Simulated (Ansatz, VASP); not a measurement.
**One calculation of GeS, two programs**

```
CELL_PARAMETERS angstrom
10.48100 0.00000 0.00000
0.00000 3.64600 0.00000
0.00000 0.00000 4.29900
ATOMIC_POSITIONS crystal
Ge 0.12210 0.25000 0.12770
Ge 0.37790 0.75000 0.62770
Ge 0.62210 0.25000 0.37230
Ge 0.87790 0.75000 0.87230
S 0.84950 0.25000 0.50230
S 0.65050 0.75000 0.00230
S 0.34950 0.25000 0.99770
S 0.15050 0.75000 0.49770
```

Alike in both runs: task single point; functional LDA; k mesh 2 × 6 × 5; no spin polarisation.

|  | VASP | Ansatz |
| --- | --- | --- |
| version | VASP 6.6.1 | Ansatz 0.2.0 |
| potentials or method | VASP PAW LDA potentials, release 64 (Ge_d, S) | plane waves, PAW |
| plane-wave cutoff (eV) | 520 | 517 |
| occupations | gaussian, width 0.01 eV | fixed |
| valence electrons in the cell | 80 | 80 |

```tsv
	VASP	Ansatz	Ansatz less VASP
gap on the k mesh at the Fermi level (eV)	1.03	1.04	+0.008
```

Caveats: an odd mesh through Γ misses points on the zone boundary, where band edges often lie.
